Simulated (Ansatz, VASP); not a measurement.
**Ag: VASP beside Ansatz**

```
Ag
1.0
     2.80542    0.00000    0.00000
     0.00000    2.80542    0.00000
     0.00000    0.00000    2.80542
Ag
1
Direct
  0.00000 0.00000 0.00000
```

Change from the starting cell: volume scaled by 1.06.

Alike in both runs: task single point; functional PBE; k mesh 12 × 12 × 12; occupations fermi-dirac, width 0.05 eV; no spin polarisation.

|  | VASP | Ansatz |
| --- | --- | --- |
| version | VASP 6.6.1 | Ansatz 0.2.0 |
| potentials or method | VASP PAW PBE potentials, release 64 (Ag), cutoff 520 eV | all-electron LAPW, scalar-relativistic |

```csv
,VASP,Ansatz,Ansatz less VASP
pressure (GPa),-3.3,-3.3,+0.06
```

Ansatz ran all-electron here, so the differences hold the error of VASP's frozen core and of both bases.
